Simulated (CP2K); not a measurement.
# BeTe under changes of volume

One of the cells (21.254 Å³/atom); the others are scaled copies at fixed shape and fractional positions:

```
CELL_PARAMETERS angstrom
3.91737 0.00000 0.00000
1.95869 3.39254 0.00000
1.95869 1.13085 3.19852
ATOMIC_POSITIONS crystal
Te 0.75000 0.75000 0.75000
Be 0.00000 0.00000 0.00000
```

- Program: CP2K 2026.2
- Functional: PBEsol
- Potentials or basis: POTENTIAL_UZH Te GTH-PBE-q6, Be GTH-PBE-q4; TZVP-MOLOPT-PBE-GTH basis
- Density cutoff: 11565 eV
- k mesh: 8 × 8 × 8
- Occupations: fermi-dirac, width 0.05 eV
- Spin: no spin polarisation

```tsv
volume (Å³/atom)	energy over the lowest point (meV/atom)	pressure (GPa)	gap on the mesh (eV)
19.979	72.85	9.6	2.27
20.404	49.94	7.7	2.32
20.829	31.89	5.9	2.37
21.254	?	?	?
21.679	8.63	2.9	2.46
22.104	2.64	1.6	2.50
22.529	0.00	0.4	2.54
```

Question: What does the run at 21.254 Å³/atom give?

Answer: Energy over the lowest point 18.25 meV/atom; pressure 4.4 GPa; gap on the mesh 2.42 eV.

Worked out: A Birch-Murnaghan fit of order 3 (a polynomial in V^(-2/3)) to the other rows has its minimum at 22.68 Å³/atom, just outside them, with B0 = V·E''(V) = 59 GPa and B' = 4.0. It gives 18.25 meV/atom at 21.254 Å³/atom, against the run's 18.25, and -dE/dV = 4.4 GPa, against 4.4. A straight line through the other rows of the gap, of slope 2.25 eV per unit of ln V, gives 2.41 eV, against the run's 2.42.

Energies are extrapolated to zero smearing.

Caveats: the potentials were made for another functional, which shifts forces and pressure; spin-orbit coupling is left out, which moves the levels of the heavy elements; the basis of atomic orbitals isn't converged, which shifts pressures, moduli and gaps.

A mesh can miss the band edges.
